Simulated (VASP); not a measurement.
# Al (Fm-3m) in VASP: further runs

The runs below take Al through relaxation of cell and atoms, with LDA.

Program: VASP 6.6.1. These are calculated values, not measurements. Logs are shortened: lines on timing, memory, paths and dates and some standing lists are left out, and cuts for length are marked.

### 1 The crystal as given

It takes space group Fm-3m (No. 225, cubic). The conventional cell has a = 4.050 Å, b = 4.050 Å, c = 4.050 Å, α = 90.00°, β = 90.00°, γ = 90.00°. Al (site symmetry m-3m) is surrounded by 12 Al at 2.86 Å.

### 2 Relaxation of cell and atoms, LDA

INCAR reads:

```
ALGO = Normal
EDIFF = 1E-6
EDIFFG = -0.01
ENCUT = 600
GGA = CA
IBRION = 2
ISIF = 3
ISMEAR = 1
LASPH = T
LCHARG = F
LREAL = F
LWAVE = F
NELM = 80
NSW = 90
PREC = Accurate
SIGMA = 0.1
```

KPOINTS reads:

```
k-points
0
Gamma
  16 16 16
```

POSCAR reads:

```
Al
1.0
    0.0000000000      2.0248050000      2.0248050000
    2.0248050000      0.0000000000      2.0248050000
    2.0248050000      2.0248050000      0.0000000000
Al
1
Direct
    0.0000000000      0.0000000000      0.0000000000
```

Potentials or basis: VASP PAW LDA potentials, release 64 (Al).

Started as:

```
> cat potpaw_LDA.64/Al/POTCAR > POTCAR
> mpirun -np 1 vasp_std > vasp.out
```

OUTCAR:

```text
EDIFF = 1E-6
   EDIFFG = -0.01
   ENCUT = 600
   GGA = CA
   IBRION = 2
   ISIF = 3
   ISMEAR = 1
   LASPH = T
   LREAL = F
   NELM = 80
   NSW = 90
   PREC = Accurate

 ion  position               nearest neighbor table
   1  0.000  0.000  0.000-

  LATTYP: Found a face centered cubic cell.
 ALAT       =     4.0496100000

  Lattice vectors:

 A1 = (   0.0000000000,   2.0248050000,   2.0248050000)
 A2 = (   2.0248050000,   0.0000000000,   2.0248050000)
 A3 = (   2.0248050000,   2.0248050000,   0.0000000000)

Analysis of symmetry for initial positions (statically):
=====================================================================
 Subroutine PRICEL returns:
 Original cell was already a primitive cell.

 Routine SETGRP: Setting up the symmetry group for a
 face centered cubic supercell.

 Subroutine GETGRP returns: Found 48 space group operations
 (whereof 48 operations were pure point group operations)
 out of a pool of 48 trial point group operations.

The static configuration has the point symmetry O_h .

Analysis of symmetry for dynamics (positions and initial velocities):
=====================================================================
 Subroutine PRICEL returns:
 Original cell was already a primitive cell.

 Routine SETGRP: Setting up the symmetry group for a
 face centered cubic supercell.

 Subroutine GETGRP returns: Found 48 space group operations
 (whereof 48 operations were pure point group operations)
 out of a pool of 48 trial point group operations.

The dynamic configuration has the point symmetry O_h .

 Subroutine INISYM returns: Found 48 space group operations
 (whereof 48 operations are pure point group operations),
 and found     1 'primitive' translations

----------------------------------------------------------------------------------------

                                     Primitive cell

  volume of cell :      16.6027

  direct lattice vectors                    reciprocal lattice vectors
     0.000000000  2.024805000  2.024805000    -0.246937359  0.246937359  0.246937359
     2.024805000  0.000000000  2.024805000     0.246937359 -0.246937359  0.246937359
     2.024805000  2.024805000  0.000000000     0.246937359  0.246937359 -0.246937359

  length of vectors
     2.863506692  2.863506692  2.863506692     0.427708053  0.427708053  0.427708053

  position of ions in fractional coordinates (direct lattice)
     0.000000000  0.000000000  0.000000000

  ion indices of the primitive-cell ions
   primitive index   ion index
                 1           1

----------------------------------------------------------------------------------------

 KPOINTS: k-points

Automatic generation of k-mesh.
 Grid dimensions read from file:
 generate k-points for:   16   16   16

 Generating k-lattice:

  Cartesian coordinates                     Fractional coordinates (reciprocal lattice)
    -0.015433585  0.015433585  0.015433585     0.062500000  0.000000000  0.000000000
     0.015433585 -0.015433585  0.015433585     0.000000000  0.062500000  0.000000000
     0.015433585  0.015433585 -0.015433585     0.000000000  0.000000000  0.062500000

  Length of vectors
     0.026731753  0.026731753  0.026731753

  Shift w.r.t. Gamma in fractional coordinates (k-lattice)
     0.000000000  0.000000000  0.000000000

 Subroutine IBZKPT returns following result:
 ===========================================

 Found    145 irreducible k-points:

 Following reciprocal coordinates:
            Coordinates               Weight
  0.000000  0.000000  0.000000      1.000000
  0.062500  0.000000  0.000000      8.000000
  0.125000  0.000000  0.000000      8.000000
  0.187500  0.000000  0.000000      8.000000
  0.250000  0.000000  0.000000      8.000000
  0.312500  0.000000  0.000000      8.000000
[... 16 lines left out ...]
 -0.125000  0.062500  0.000000     24.000000
 -0.062500  0.062500  0.000000     12.000000
 [... further k-points ...]
   k-points           NKPTS =    145   k-points in BZ     NKDIM =    145   number of bands    NBANDS=      5
   number of dos      NEDOS =    301   number of ions     NIONS =      1
   total plane-waves  NPLWV =  13824
   dimension x,y,z NGX =    24 NGY =   24 NGZ =   24
   dimension x,y,z NGXF=    48 NGYF=   48 NGZF=   48
   ions per type =               1
   NGX,Y,Z   is equivalent  to a cutoff of  13.93, 13.93, 13.93 a.u.
   NGXF,Y,Z  is equivalent  to a cutoff of  27.87, 27.87, 27.87 a.u.
 SYSTEM =  unknown system
   PREC   = accura    normal or accurate (medium, high low for compatibility)
   ISTART =      0    job   : 0-new  1-cont  2-samecut
   ICHARG =      2    charge: 1-file 2-atom 10-const
   ISPIN  =      1    spin polarized calculation?
   LNONCOLLINEAR =      F non collinear calculations
   LSORBIT =      F    spin-orbit coupling
   LASPH  =      T    aspherical Exc in radial PAW
   ENCUT  =  600.0 eV  44.10 Ry    6.64 a.u.   5.72  5.72  5.72*2*pi/ulx,y,z
   NELM   =     80;   NELMIN=  2; NELMDL= -5     # of ELM steps
   EDIFF  = 0.1E-05   stopping-criterion for ELM
   LREAL  =      F    real-space projection
   EDIFFG = -.1E-01   stopping-criterion for IOM
   NSW    =     90    number of steps for IOM
   IBRION =      2    ionic relax: 0-MD 1-quasi-New 2-CG
   NFREE  =      1    steps in history (QN), initial steepest desc. (CG)
   ISIF   =      3    stress and relaxation
   ISYM   =      2    0-nonsym 1-usesym 2-fastsym
   POTIM  = 0.5000    time-step for ionic-motion
   TEBEG  =    0.0;   TEEND  =   0.0 temperature during run
   PSTRESS=    0.0 pullay stress
   NELECT =       3.0000    total number of electrons
   NUPDOWN=      -1.0000    fix difference up-down
   EMIN   =  10.00;   EMAX   =-10.00  energy-range for DOS
   EFERMI =   0.00;   METHOD = LEGACY
   ISMEAR =     1;   SIGMA  =   0.10  broadening in eV -4-tet -1-fermi 0-gaus
   EFERMI_NEDOS =   21; number of points for ismear=-14 and -15
   IALGO  =     38    algorithm
   IMIX   =      4    mixing-type and parameters
     AMIX     =   0.40;   BMIX     =  1.00
     AMIX_MAG =   1.60;   BMIX_MAG =  1.00
  volume/ion in A,a.u.               =      16.60       112.04
  Fermi-wavevector in a.u.,A,eV,Ry     =   0.925526  1.748991 11.654733  0.856599
  Thomas-Fermi vector in A             =   2.051390
   LORBIT       =      0    0 simple, 1 ext, 2 COOP (PROOUT), +10 PAW based schemes
   GGA     = CA    functional components
   LHFCALC =     F    Hartree Fock is set to
   AEXX    =    0.0000 exact exchange contribution
   IVDW    =     0    specifies the selected vdW correction
   LEPSILON=     F    determine dielectric tensor
   LRPA    =     F    only Hartree local field effects (RPA)
 conjugate gradient relaxation of ions
 non-spin polarized calculation
 Methfessel and Paxton  Order N= 1 SIGMA  =   0.10
  energy-cutoff  :      600.00
  volume of cell :       16.60
 maximum number of plane-waves:       568
   NGX = 11   NGY = 11   NGZ = 11

--------------------------------------- Ionic step        1  -------------------------------------------

 number of electron       3.0000000 magnetization

 Free energy of the ion-electron system (eV)
  ---------------------------------------------------
  ext. energy  EPLUGINS =         0.00000000
  ---------------------------------------------------
  free energy    TOTEN  =        -4.18780558 eV

  energy without entropy =       -4.18815883  energy(sigma->0) =       -4.18792333

------------------------ aborting loop because EDIFF is reached ----------------------------------------

  FORCE on cell =-STRESS in cart. coord.  units (eV):
  Direction    XX          YY          ZZ          XY          YZ          ZX
  --------------------------------------------------------------------------------------
  -------------------------------------------------------------------------------------
  Total       -0.3877979     -0.3877979     -0.3877979      0.0000000      0.0000000      0.0000000
  in kB      -37.4228130    -37.4228130    -37.4228130      0.0000000      0.0000000      0.0000000
  external PRESSURE =     -37.4228130 kB  Pullay stress =       0.0000000 kB
[... 55 lines left out ...]
  energy  without entropy=       -4.1975213931  energy(sigma->0) =       -4.19727665

--------------------------------------- Ionic step        3  -------------------------------------------

 number of electron       3.0000000 magnetization

 Free energy of the ion-electron system (eV)
  ---------------------------------------------------
  ext. energy  EPLUGINS =         0.00000000
  ---------------------------------------------------
  free energy    TOTEN  =        -4.19743445 eV

  energy without entropy =       -4.19779521  energy(sigma->0) =       -4.19755470

 E-fermi :   8.2698     XC(G=0): -10.5017

 val. band max:        8.2319886664   @ k =  -0.2500   0.3125   0.1250
 cond. band min:       8.3624274111   @ k =   0.4375   0.4375   0.0000
 fundamental gap:      0.1304387447
 Fermi energy:         8.2697880507

 k-point     1 :       0.0000    0.0000    0.0000
  band No.  band energies     occupation
      1      -3.1570      2.00000
      2      21.0411      0.00000
      3      21.0411      0.00000
      4      21.0411      0.00000
      5      22.6912      0.00000

 k-point     2 :       0.0625    0.0000    0.0000
  band No.  band energies     occupation
      1      -3.0481      2.00000
      2      19.2662      0.00000
      3      20.6859      0.00000
      4      20.6859      0.00000
      5      23.2141      0.00000
[... 169 lines left out ...]
 k-point    24 :      -0.0625    0.0625    0.0000
  band No.  band energies     occupation
      1      -2.8667      2.00000
      2      18.1732      0.00000
      3      18.9498      0.00000
      4      21.3233      0.00000
      5      22.8677      0.00000

 [... further k-points ...]
[... 5 lines left out ...]
  --------------------------------------------------------------------------------------
  -------------------------------------------------------------------------------------
  Total        0.0006644      0.0006644      0.0006644      0.0000000     -0.0000000     -0.0000000
  in kB        0.0673143      0.0673143      0.0673143      0.0000000     -0.0000000     -0.0000000
  external PRESSURE =       0.0673143 kB  Pullay stress =       0.0000000 kB
[... 16 lines left out ...]
  FREE ENERGIE OF THE ION-ELECTRON SYSTEM (eV)
  ---------------------------------------------------
  free  energy   TOTEN  =        -4.1974344455 eV

  energy  without entropy=       -4.1977952057  energy(sigma->0) =       -4.19755470

 reached required accuracy - stopping structural energy minimisation
```

Run time: 13 s. Hardware: 1 thread of Intel Xeon Platinum 8259CL at 2.50GHz (Skylake/Cascade Lake), shared host; peak memory 0.13 GiB.

Results:

```
Free energy                            : -4.1974 eV
Relaxed volume                         : 15.81 Å³/atom
Relaxed cell                           : a = 2.817 Å, b = 2.817 Å, c = 2.817 Å, α = 60.00°, β = 60.00°, γ = 60.00°
Space group after relaxing (to 0.05 Å) : Fm-3m (No. 225)
Energy gained by relaxing              : 9.6 meV/atom
Ionic steps                            : 3
Pressure after relaxing                : 0.0 GPa
Band gap on the k mesh                 : none (metal or under the smearing width)
```

The path:
| step | energy change (eV) | largest force (eV/Å) | pressure (GPa) | volume (Å³) |
| --- | --- | --- | --- | --- |
| 1 | 0.0000 | 0.0000 | -3.74 | 16.60 |
| 2 | -0.0093 | 0.0000 | 0.71 | 15.69 |
| 3 | -0.0096 | 0.0000 | 0.01 | 15.81 |

Final structure:
```
Al
1.0
     0.00000    1.99224    1.99224
     1.99224    0.00000    1.99224
     1.99224    1.99224    0.00000
Al
1
Direct
  0.00000 0.00000 0.00000
```

LDA usually gives volumes a few per cent too small. Zero-point motion and thermal expansion aren't in these numbers.

### 3 Relaxation of cell and atoms, LDA

This run uses another cell than the first one, of 15.81 Å³/atom, 0.953 times its volume.

INCAR: that of step 2 with these lines changed.

```diff
@@ -1,4 +1,4 @@
 ALGO = Normal
-EDIFF = 1E-6
-EDIFFG = -0.01
+EDIFF = 1E-7
+EDIFFG = -0.005
 ENCUT = 600
```

KPOINTS is that of step 2.

POSCAR reads:

```
Al                                      
1.0
   -0.0000000000      1.9922394739      1.9922394739
    1.9922394739      0.0000000000      1.9922394739
    1.9922394739      1.9922394739      0.0000000000
  Al            
     1
Direct
     0.0000000000000000    0.0000000000000000    0.0000000000000000
```

Potentials or basis: VASP PAW LDA potentials, release 64 (Al).

Started as:

```
> cat potpaw_LDA.64/Al/POTCAR > POTCAR
> mpirun -np 1 vasp_std > vasp.out
```

Run time: 6.6 s. Hardware: 1 thread of Intel Xeon Platinum 8259CL at 2.50GHz (Skylake/Cascade Lake), shared host; peak memory 0.13 GiB.

Results (log left out):

```yaml
Free_energy: -4.1974 eV
Pressure_after_relaxing: 0.0 GPa
Band_gap_on_the_k_mesh: none (metal or under the smearing width)
```

Final structure:
```cif
data_structure
_symmetry_space_group_name_H-M 'P 1'
_symmetry_Int_Tables_number 1
_cell_length_a 2.8175
_cell_length_b 2.8175
_cell_length_c 2.8175
_cell_angle_alpha 60.000
_cell_angle_beta 60.000
_cell_angle_gamma 60.000
_cell_volume 15.81
loop_
_atom_site_label
_atom_site_type_symbol
_atom_site_fract_x
_atom_site_fract_y
_atom_site_fract_z
_atom_site_occupancy
Al1 Al 0.00000 0.00000 0.00000 1
```

Levels at points of the mesh, in eV from the Fermi level:
| k point | band 1 | band 2 | band 3 | band 4 | band 5 |
| --- | --- | --- | --- | --- | --- |
| (0.00, 0.00, 0.00) | -11.43 | 12.77 | 12.77 | 12.77 | 14.42 |
| (0.50, 0.00, 0.00) | -4.75 | -4.48 | 11.60 | 11.60 | 11.66 |
| (0.50, 0.50, 0.00) | -3.03 | -1.65 | 5.27 | 5.70 | 5.70 |

Caveat: the relaxation stopped at its first step, so nothing moved.
